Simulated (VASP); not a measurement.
# SnO₂: Mössbauer parameters

SnO₂, R-3m (no. 166), 3 atoms in the cell. LDA, Moessbauer parameters; PAW potentials Sn_d, O (LDA set).

## Input

INCAR:
```
GGA = CA
PREC = Accurate
ENCUT = 600
EDIFF = 1E-7
LREAL = False
LASPH = True
ALGO = Normal
NELM = 120
LWAVE = False
LCHARG = False
ISMEAR = 0
SIGMA = 0.02
KPAR = 2
LEFG = True
QUAD_EFG = -132 -25.58
```

KPOINTS:
```
k-points
0
Gamma
  9 9 9
```

POSCAR:
```
SnO2
1.0
    1.6170930752      0.9336291223      4.8005925840
   -1.6170930752      0.9336291223      4.8005925840
    0.0000000000     -1.8672582446      4.8005925840
Sn O
1 2
Direct
    0.5000000000      0.5000000000      0.5000000000
    0.7628300000      0.7628300000      0.7628300000
    0.2371700000      0.2371700000      0.2371700000
```

Commands:
```
cat potpaw_LDA.64/Sn_d/POTCAR potpaw_LDA.64/O/POTCAR > POTCAR
mpirun -np 2 vasp_std > vasp.out
```

## Result

Resonant nuclei:

| Atoms | Quadrupole splitting (mm/s) |
|---|---|
| Sn1 | -1.05 |

Isotopes: Sn-119, excited state, O-17.

VASP 6.6.1 took 58 s on 2 cores (Intel Xeon 6975P-C (Granite Rapids)), a shared host.
